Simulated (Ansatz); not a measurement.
Something may be wrong with this Ansatz 0.2.0 calculation of Tb.

The input input.yaml:

```yaml
crystal:
  lattice:
    - [0.0, 2.5199650902, 2.5199650902]
    - [2.5199650902, 0.0, 2.5199650902]
    - [2.5199650902, 2.5199650902, 0.0]
  atoms:
    - { symbol: Tb, position: [0.0, 0.0, 0.0], spin: 6.0 }
hamiltonian:
  xc: pbe
  pseudopotentials: { kind: nc, accuracy: lanthanide_3plus }
magnetization:
  spin_polarized: true
kpoints:
  mp_grid: { grid: [8, 8, 8], kspacing: 0.3 }
scf:
  occupations: { method: gaussian, width: 0.1 }
  max_iter: 75
output:
  forces: true
  stress: true
  eigenvalues: true
```

Potentials or basis: PseudoDojo 3+ lanthanides.

The run is started by

```sh
$ ansatz run input.yaml --threads 1 --pin off --max-ram 2560MiB --backend cpu --events-out ev --progress --plain --runs-dir out
```

Output:

```text
Error: invalid value for `kpoints.mp_grid.kspacing`: mutually exclusive with `grid` — set one or the other
```

What happened, and what is wrong with the input?

The input was rejected before any iteration. The input holds a flaw that was put in on purpose: a mesh with a zero or a mesh and a spacing (kpoints.mp_grid.kspacing = 0.3).
